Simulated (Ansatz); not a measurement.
# Hf8O15: the cost of one run

Computed with Ansatz 0.2.0 (DFT PBE, scalar-relativistic, plane waves, PAW, unless a step's input says otherwise).

1 further run of the same task is left out (set aside as unsound or not needed). Runs told in other sessions of the task aren't counted.

## Step 1: The system as given

It takes space group Fm-3m (No. 225, cubic). The conventional cell has a = 5.098 Å, b = 5.098 Å, c = 5.098 Å, α = 90.00°, β = 90.00°, γ = 90.00°. Hf (site symmetry m-3m) has 8 O at 2.21 Å in its first shell of neighbours. O (site symmetry -43m) is surrounded by 4 Hf at 2.21 Å.

Structure file:

```cif
data_structure
_symmetry_space_group_name_H-M 'P 1'
_symmetry_Int_Tables_number 1
_cell_length_a 3.6046
_cell_length_b 3.6046
_cell_length_c 3.6046
_cell_angle_alpha 60.000
_cell_angle_beta 60.000
_cell_angle_gamma 60.000
_cell_volume 33.12
loop_
_atom_site_label
_atom_site_type_symbol
_atom_site_fract_x
_atom_site_fract_y
_atom_site_fract_z
_atom_site_occupancy
Hf1 Hf 0.00000 0.00000 0.00000 1
O1 O 0.25000 0.25000 0.25000 1
O2 O 0.75000 0.75000 0.75000 1
```

It is the result of an earlier relaxation at this level (volume 11.04 Å³/atom; gap on the mesh: 3.75 eV).

Its energy, with the smearing taken to zero, is -16861.4101 eV for the 3-atom cell on a 8×8×8 mesh; differences below count from it.

## Step 2: Cell: 1 of 16 O atoms taken out at random

From a supercell with 16 O sites, 1 are emptied at random; the cell stays neutral and all atoms are shaken by 0.02 Å.

The cell holds 8 Hf, 15 O: a = 7.209 Å, b = 7.209 Å, c = 7.209 Å, α = 60.00°, β = 60.00°, γ = 60.00°.

## Step 3: Relaxation without symmetry, coarse mesh

Cell and atoms move without symmetry, on a coarse mesh with loose thresholds.

Contents of input.yaml:

```yaml
crystal:
  lattice:
    - [-5.0976115218, 5.0976115218, 0.0]
    - [-5.0976115218, 0.0, 5.0976115218]
    - [0.0, 5.0976115218, 5.0976115218]
  atoms:
    - { symbol: Hf, position: [0.995485071, 0.0067183254, 0.4998001135] }
    - { symbol: Hf, position: [0.4995283161, 0.996403913, 0.5047696579] }
    - { symbol: Hf, position: [0.0065004223, 0.4928760809, 0.503186266] }
    - { symbol: Hf, position: [0.9917740222, 0.0044176983, 0.0030263878] }
    - { symbol: Hf, position: [0.5019685677, 0.503521206, 0.4996659144] }
    - { symbol: Hf, position: [0.5012254946, 0.9989639909, 0.9934539187] }
    - { symbol: Hf, position: [0.9970027413, 0.5004448903, 0.9993757674] }
    - { symbol: Hf, position: [0.4973603621, 0.505943553, 0.9974097651] }
    - { symbol: O, position: [0.8752082391, 0.8722862212, 0.3751537071] }
    - { symbol: O, position: [0.3780118206, 0.8705443305, 0.3718311357] }
    - { symbol: O, position: [0.8706971042, 0.380472626, 0.3777702712] }
    - { symbol: O, position: [0.8787404891, 0.8709780768, 0.8763862088] }
    - { symbol: O, position: [0.3764402856, 0.3726619164, 0.3733536154] }
    - { symbol: O, position: [0.3734727723, 0.8706210869, 0.8729768424] }
    - { symbol: O, position: [0.8763522866, 0.3692710924, 0.8754609692] }
    - { symbol: O, position: [0.3745034745, 0.3757109801, 0.8706878819] }
    - { symbol: O, position: [0.622793761, 0.6305742161, 0.1236764227] }
    - { symbol: O, position: [0.1233532169, 0.624041753, 0.126002541] }
    - { symbol: O, position: [0.62885027, 0.6197114724, 0.6235759668] }
    - { symbol: O, position: [0.1286553669, 0.1180658357, 0.1238471905] }
    - { symbol: O, position: [0.1185396624, 0.6230279572, 0.6284595076] }
    - { symbol: O, position: [0.6213827983, 0.1268166464, 0.6273719246] }
    - { symbol: O, position: [0.1308114392, 0.1223229675, 0.6257524959] }
  symmetry: { detect: false }
basis:
  ecutwfc: 420
kpoints:
  mp_grid: { grid: [2, 2, 2], shift: [0.5, 0.5, 0.5] }
hamiltonian:
  xc: pbe
scf:
  occupations: { method: gaussian, width: 0.1 }
  lower_state_search: "off"
output:
  forces: true
  stress: true
  eigenvalues: true
relax:
  adjacent_minimum: "off"
  f_tol: 0.04
  max_steps: 50
  cell: { stress_tol: 0.3 }
```

Launch:

```sh
$ ansatz run input.yaml --threads 4 --pin off --max-ram 9216MiB --backend cpu --events-out ev --progress --plain --runs-dir out
```

**Question.** How long does this run take on 4 threads of Arm Neoverse V2, shared host, and how much memory does it need?

About 3.6 min, with a peak of 1.2 GiB.
